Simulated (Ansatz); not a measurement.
# Ir: strain energy, fitted

Ir, Fm-3m, a = 3.830 Å. Ansatz: PBEsol, PAW, 420 eV, Γ-centred 20×20×14 mesh on 2 atoms, Gaussian smearing 0.10 eV; no spin polarisation. Series: biaxial strain in the a-b plane, c and atoms relaxed; x is the strain in per cent. The axes a, b, c are those of the computed cell (2.708, 2.708, 3.830 Å), along [1 1 0], [-1 1 0], [0 0 1] of the cell named above. y is the free energy over the unstrained cell, V0 = 14.047 Å³/atom.

| x (%) | y (meV/atom) |
| --- | --- |
| -3.0 | ? |
| -2.0 | 26.21 |
| -1.0 | 6.31 |
| 0.0 | 0.00 |
| 1.0 | 6.08 |
| 2.0 | 23.32 |
| 3.0 | 50.51 |

**Question.** Fit y = c2 x² + c3 x³ to the other rows, turn c2 into a modulus, and predict the missing energy.

**Answer.** Least squares on the rows shown. y = 6.1808 x² − 0.18802 x³. In eV per unit strain² c2 is 61.81; M is the biaxial modulus (E = M V0 ε²): 61.81 × 160.2 / (14.047) = 705 GPa. At x = -3.0 the fit asked for gives 60.70 meV/atom. The run gave 60.80 meV/atom, so the fit is 0.10 meV/atom too low, within twice the rms miss on the fitted rows (0.07 meV/atom).

Spin–orbit coupling is left out, which can shift energies with elements as heavy as these.